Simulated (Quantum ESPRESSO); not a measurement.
## Be under changes of volume

One of the cells (8.105 Å³/atom); the others are scaled copies at fixed shape and fractional positions:

```
Be
1.0
     2.28530    0.00000    0.00000
    -1.14265    1.97913    0.00000
     0.00000    0.00000    3.58420
Be
2
Direct
  0.66667 0.33333 0.75000
  0.33333 0.66667 0.25000
```

- Program: Quantum ESPRESSO 7.5
- Functional: PBE
- Potentials or basis: SSSP 1.3 efficiency PBE
- Cutoff: 748 eV
- Density cutoff: 5987 eV
- k mesh: 13 × 13 × 8
- Occupations: fermi-dirac, width 0.05 eV
- Spin: no spin polarisation

| volume (Å³/atom) | energy over the lowest point (meV/atom) | pressure (GPa) |
| --- | --- | --- |
| 7.619 | 5.64 | 5.6 |
| 7.781 | 1.43 | 2.7 |
| 7.943 | 0.00 | 0.1 |
| 8.105 | 1.13 | -2.3 |
| 8.268 | 4.59 | -4.5 |
| 8.430 | ? | ? |
| 8.592 | 17.76 | -8.4 |

Task: What does the run at 8.430 Å³/atom give?

Result: Energy over the lowest point 10.19 meV/atom; pressure -6.5 GPa.

Worked out: A Birch-Murnaghan fit of order 3 (a polynomial in V^(-2/3)) to the other rows has its minimum at 7.95 Å³/atom with B0 = V·E''(V) = 123 GPa and B' = 3.3 at fixed shape and positions, which overstates the stiffness. It gives 10.20 meV/atom at 8.430 Å³/atom, against the run's 10.19, and -dE/dV = -6.5 GPa, against -6.5.

Energies are extrapolated to zero smearing.
